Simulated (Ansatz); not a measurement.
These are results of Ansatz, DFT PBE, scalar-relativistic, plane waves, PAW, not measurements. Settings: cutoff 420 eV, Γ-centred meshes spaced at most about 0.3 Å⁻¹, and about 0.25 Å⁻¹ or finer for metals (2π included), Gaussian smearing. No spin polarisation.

Temperature and zero-point effects are left out.

Two relaxed structures of Ti₅C:

1.

```xyz
6
Lattice="5.4229 0.0000 0.0000 -2.7115 4.6964 0.0000 0.0000 0.0000 3.5343" Properties=species:S:1:pos:R:3 pbc="T T T"
Ti   -0.7502    1.2995    0.0000
Ti    1.9612    3.3969    0.0000
Ti    1.5005    0.0000    0.0000
Ti    2.7115    1.5655    1.7671
Ti    0.0000    3.1309    1.7671
C     0.0000    0.0000    1.7671
```

2.

```xyz
6
Lattice="4.5169 0.0000 0.0000 -2.2585 3.9118 0.0000 0.0000 0.0000 4.9235" Properties=species:S:1:pos:R:3 pbc="T T T"
Ti    0.0000    2.6079    3.6946
Ti    2.2585    1.3039    3.6946
Ti    2.2585    1.3039    1.2289
Ti    0.0000    2.6079    1.2289
Ti    0.0000    0.0000    0.0000
C     0.0000    0.0000    2.4618
```

Question: Which would you expect to be lower, and how large is the difference?

Answer: Cell 1 is lower, by 287 meV/atom. Cell 1 has space group P-62m (No. 189), 15.0 Å³/atom and no gap on its mesh; cell 2 has space group P6/mmm (No. 191), 14.5 Å³/atom and no gap. Counting Ti atoms around C (those within 1.25 times the shortest such distance or 1.15 times the sum of covalent radii, 1.27 where that leaves under three; a plus sign parts nearer from farther groups), cell 1 has C 6 and cell 2 has C 2+12. The lower one is the more open, so pressure narrows the difference. Even the lower one lies +0.31 eV/atom against the reference forms of the elements (uncorrected), so neither is stable at this level. In cell 1, Ti on a site of symmetry m2m is surrounded by 2 C at 2.32 Å, 6 Ti at 2.60–2.65 Å and 6 Ti at 3.43–3.53 Å; around Ti on a site of symmetry -6 lie 6 Ti at 2.65 Å, 3 Ti at 3.13 Å and 3 C at 3.13 Å; around C lie 6 Ti at 2.32 Å. In cell 2, Ti on a site of symmetry 3m has 5 Ti at 2.46–2.61 Å, 3 Ti at 2.88 Å and 3 C at 2.88 Å; around Ti on a site of symmetry 6/mmm lie 2 C at 2.46 Å and 12 Ti at 2.88 Å; C has 2 Ti at 2.46 Å and 12 Ti at 2.88 Å. Both come from invented guesses.

Cells relaxed within their symmetry can be saddle points.
